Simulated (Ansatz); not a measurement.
Mg

```yaml
crystal:
  lattice:
    - [-1.47650, 1.47650, 1.47650]
    - [1.47650, -1.47650, 1.47650]
    - [1.47650, 1.47650, -1.47650]
  atoms:
    - { symbol: Mg, position: [0.00000, 0.00000, 0.00000] }
```

The cell is a database entry far from equilibrium at this level of theory, probably a faulty or high-pressure entry; it serves as a test geometry alone.

Method: Ansatz 0.2.0, DFT, PBE, all-electron LAPW, scalar-relativistic.

The runs use a Γ-centred 19×19×19 k mesh, Fermi–Dirac smearing of 0.03 eV, basis error target 0.5 meV/atom, no spin polarisation.

```
Pressure at this cell                             : 62.6 GPa
Band gap                                          : none: bands cross the Fermi level, a metal
Density of states at the Fermi level (0.2 eV bin) : 0.27 states/eV per cell
Volume per atom                                   : 12.88 Å³
```
